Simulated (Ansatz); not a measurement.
**Li₃N (space group P6/mmm, No. 191)**

```xyz
4
Lattice="3.6344 0.0000 0.0000 -1.8172 3.1474 0.0000 0.0000 0.0000 3.8645" Properties=species:S:1:pos:R:3 pbc="T T T"
Li     0.0000     0.0000     1.9323
Li     0.0000     2.0983     0.0000
Li     1.8172     1.0491     0.0000
N      0.0000     0.0000     0.0000
```

All numbers come from PBE, PAW, 420 eV (Ansatz, a first-principles code; without spin-orbit coupling). Γ-centred 10×10×9 mesh, Fermi–Dirac width 0.05 eV.

| Item | Result |
|---|---|
| Volume per atom | 11.05 Å³ |
| Density | 1.31 g/cm³ |
| Band gap | 1.06 eV, indirect, A → Γ |
| Electron mass | 0.31 mₑ |
| Total energy | -249.897 eV/atom (σ→0; compares only within this code and set-up) |

Masses are band curvatures over ±0.01 Å⁻¹ around the edge. Stability against distortions was not tested.
